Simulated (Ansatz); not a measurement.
# C: the cost of one run

Method: DFT PBE+D3(BJ), scalar-relativistic, plane waves, PAW, in Ansatz 0.2.0.

### 1 Starting point

Symmetry: P6/mmm, No. 191, hexagonal system. The conventional cell has a = 2.456 Å, b = 2.456 Å, c = 17.000 Å, α = 90.00°, β = 90.00°, γ = 120.00°. C (site symmetry -6m2) has 3 C at 1.42 Å as nearest neighbours.

Coordinates:

```
C
1.0
     2.45600    0.00000    0.00000
    -1.22800    2.12700    0.00000
     0.00000    0.00000   17.00000
C
2
Direct
  0.66667 0.33334 0.50000
  0.33333 0.66666 0.50000
```

Free-standing sheet.

### 2 Relaxing the sheet and its cell in the plane

Input file input.yaml:

```yaml
crystal:
  lattice:
    - [2.456, 0.0, 0.0]
    - [-1.228, 2.127, 0.0]
    - [0.0, 0.0, 17.0]
  atoms:
    - { symbol: C, position: [0.66667, 0.33334, 0.5] }
    - { symbol: C, position: [0.33333, 0.66666, 0.5] }
basis:
  ecutwfc: 600.0
  fft_grid_basis: typed
kpoints:
  mp_grid: { grid: [15, 15, 1] }
hamiltonian:
  xc: pbe
  dispersion: d3bj
  pseudopotentials: { kind: paw }
scf:
  occupations: { method: gaussian, width: 0.05 }
output:
  forces: true
  eigenvalues: true
  stress: true
efield:
  axis: 3
  dipole_correction: true
  ramp_width: 0.04
relax:
  adjacent_minimum: "off"
  f_tol: 0.02
  max_steps: 60
  cell: { fix: [c, alpha, beta], stress_tol: 0.05 }
```

On the command line:

```console
$ ansatz run input.yaml --threads 2 --pin off --max-ram 4423MiB --backend cpu --events-out ev --progress --plain --runs-dir out
```

What time and memory should one allow on 2 threads of Intel Xeon Platinum 8488C (Sapphire Rapids), shared host?

About 15 s, with a peak of 0.54 GiB.
